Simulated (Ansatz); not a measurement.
# MgS: band gap under strain

Aim: follow the gap of the published phase of MgS through these states: +1.7 % shear in the xy plane; -2.0 % biaxial strain in x and y, free along z. The table at the end shows which levels were run.

Code: Ansatz 0.2.0. PAW datasets, plane waves. No spin polarisation and no zero-point or thermal motion.

**1. The system as given**

The unstrained cell was relaxed with r2SCAN; in each strained cell the atoms were relaxed again with r2SCAN. Names of k-points are those of the unstrained zone, where strain can split equivalent points. First state: +1.7 % shear in the xy plane.

It is orthorhombic, Immm (No. 71); conventional cell a = 3.648 Å, b = 3.710 Å, c = 5.203 Å, 17.61 Å³ an atom. Around Mg lie 6 S at 2.60 Å; around S lie 6 Mg at 2.60 Å.

As a file:

```xyz
2
Lattice="0.0220 2.6015 2.6015 2.6015 0.0220 2.6015 2.6235 2.6235 0.0000" Properties=species:S:1:pos:R:3 pbc="T T T"
Mg    0.0000    0.0000    0.0000
S     2.6235    2.6235    2.6015
```

From earlier runs on the unstrained cell: PBE 2.79 eV, r2SCAN 3.46 eV, HSE06 3.80 eV, G0W0 4.20 eV (on its mesh); a = 5.203 Å.

**2. +1.7 % shear in the xy plane: PBE**

input.yaml

```yaml
crystal:
  lattice:
    - [0.0219828249, 2.6015177399, 2.6015177399]
    - [2.6015177399, 0.0219828249, 2.6015177399]
    - [2.6235005648, 2.6235005648, 0.0]
  atoms:
    - { symbol: Mg, position: [0.0, 0.0, 0.0] }
    - { symbol: S, position: [0.5, 0.5, 0.5] }
kpoints:
  mp_grid: { grid: [8, 8, 8] }
  band_path:
    path:
      - [0.0, 0.0, 0.0]
      - [0.5, 0.0, 0.5]
      - [0.625, 0.25, 0.625]
      - [0.375, 0.375, 0.75]
      - [0.5, 0.5, 0.5]
      - [0.5, 0.25, 0.75]
      - [0.5, 0.5, 0.0]
    npoints: 1
hamiltonian:
  xc: pbe
scf:
  occupations: { method: fermi_dirac, width: 0.02 }
  n_extra_bands: 4
output:
  forces: true
  stress: true
  eigenvalues: true
```

On the command line:

```sh
> ansatz run input.yaml --threads 4 --pin off --max-ram 5529MiB --backend cpu --events-out ev --progress --plain --runs-dir out
```

The runs that follow: +1.7 % shear in the xy plane: r2SCAN; +1.7 % shear in the xy plane: HSE06; +1.7 % shear in the xy plane: G0W0@PBE; -2.0 % biaxial strain in x and y, free along z: PBE; -2.0 % biaxial strain in x and y, free along z: r2SCAN; -2.0 % biaxial strain in x and y, free along z: HSE06; -2.0 % biaxial strain in x and y, free along z: G0W0@PBE.

Q: Predict the outcome of this session.

The runs gave:

Least gap in eV (negative: overlap), with the change from the unstrained cell in brackets. G0W0 is on its own coarse mesh.

```
                                         state  volume change (%)           PBE        r2SCAN         HSE06          G0W0
                  +1.7 % shear in the xy plane               -0.0  2.70 (-0.09)  3.37 (-0.09)  3.71 (-0.09)  4.11 (-0.09)
-2.0 % biaxial strain in x and y, free along z               -2.9  2.71 (-0.08)  3.38 (-0.08)  3.72 (-0.08)  4.13 (-0.07)
```

**Reading.** The largest move of the HSE06 gap in the table is -0.093 eV, under +1.7 % shear in the xy plane. PBE and HSE06 differ by 1.01 eV on the unstrained gap, and by at most 0.01 eV on its change: the two disagree on the size of the gap but agree on its response to strain. The G0W0 figures hold for the stated bands, cutoff and mesh and aren't extrapolated.
